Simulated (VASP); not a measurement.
Here is the system:

```yaml
crystal:
  lattice:
    - [0.00000, 3.06069, 3.06069]
    - [3.06069, 0.00000, 3.06069]
    - [3.06069, 3.06069, 0.00000]
  atoms:
    - { symbol: Zn, position: [0.00000, 0.00000, 0.00000] }
    - { symbol: Te, position: [0.25000, 0.25000, 0.25000] }
```

Method: PBE GGA, VASP's PBE PAW potentials (set 64) (plane waves; VASP 6.6.1). Numerical set-up: 520 eV cut-off, 7×7×7 Γ-centred mesh, Gaussian smearing of 0.050 eV, potentials Zn Te.

Problem. The job: ZnTe (zinc blende), 2 atoms, PBE, static run, 520 eV, 7×7×7 Γ-centred mesh. Roughly how much core time does it take on a busy server core?

Solution. About 10 core-seconds (one run on a shared machine, a rough figure). It had 20 irreducible k-points, 13 bands, up to 1564 plane waves and 15 electronic steps.

The compound is ZnTe in the zinc blende structure. This cell is one point of a volume scan, at 0.97 of the reference volume.
